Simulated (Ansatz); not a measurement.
All numbers below come from DFT PBE, scalar-relativistic, plane waves, PAW in Ansatz 0.2.0. Settings: cutoff 420 eV, Γ-centred meshes spaced at most about 0.3 Å⁻¹, and about 0.25 Å⁻¹ or finer for metals (2π included), Gaussian smearing. No spin polarisation.

These are static total energies at zero pressure.

Two relaxed structures of Sb₃S₅:

A.

```
Sb S
1.0
     3.86218    0.00000    0.00000
    -1.93109    3.34475    0.00000
     0.00000    0.00000   17.15331
Sb S
3 5
Cartesian
  0.0000 0.0000 8.5767
  0.0000 2.2298 1.8495
  1.9311 1.1149 15.3038
  1.9311 1.1149 10.0722
  0.0000 2.2298 7.0811
  1.9311 1.1149 3.3114
  0.0000 2.2298 13.8419
  0.0000 0.0000 0.0000
```

B.

```
Sb S
1.0
    -3.66998    3.66998    6.34147
     3.66998   -3.66998    6.34147
     3.66998    3.66998   -6.34147
Sb S
6 10
Cartesian
  2.4144 -1.2556 6.3415
  2.4144 1.2556 0.0000
  1.2556 4.9255 0.0000
  1.2556 2.4144 6.3415
  0.0000 0.0000 9.5122
  0.0000 0.0000 3.1707
  4.8756 1.2056 1.8828
  4.8756 1.2056 -1.8828
  1.2056 2.4644 1.8828
  1.2056 2.4644 -1.8828
  -1.2056 2.4644 8.2243
  -1.2056 2.4644 4.4587
  0.0000 0.0000 6.3415
  2.4644 1.2056 8.2243
  2.4644 1.2056 4.4587
  0.0000 0.0000 0.0000
```

Question: Which would you expect to be lower, and how large is the difference?

Answer: A is lower, by 156 meV/atom. A has space group P-3m1 (No. 164), 27.7 Å³/atom and no gap on its mesh; B has space group I4/mcm (No. 140), 21.4 Å³/atom and no gap. Counting S atoms around Sb (those within 1.25 times the shortest such distance or 1.15 times the sum of covalent radii; a plus sign parts nearer from farther groups; the shortest distance is added where it is long for a bond; a slash parts the counts of unlike sites), A has Sb 6 and B has Sb 4+4/10 from 3.0 Å. In A, Sb on a site of symmetry -3m has 6 S at 2.68 Å; Sb on a site of symmetry 3m is surrounded by 3 S at 2.67 Å and 3 S at 2.90 Å; S on a site of symmetry 3m has 3 Sb at 2.68 Å; 2 more sites not described. In B, around Sb on a site of symmetry m2m lie 2 S at 2.54 Å, 2 S at 2.72 Å and 4 S at 3.10 Å; Sb on a site of symmetry 422 is surrounded by 10 S at 3.03–3.17 Å; S on a site of symmetry m has 1 Sb at 2.54 Å, 4 Sb at 3.03–3.10 Å, 1 S at 3.13 Å and 3 S at 3.33–3.41 Å; 1 more site not described. Both come from invented guesses.

Weakly bound directions are ill-defined at this level, which has no dispersion term (P-3m1), and this can change margins and order among such cells. These runs have no spin–orbit coupling, which can matter for Sb. In P-3m1 an odd number of electrons in the primitive cell allows no gap without spin; a larger cell or a magnetic state could open one. Cells relaxed within their symmetry can be saddle points.
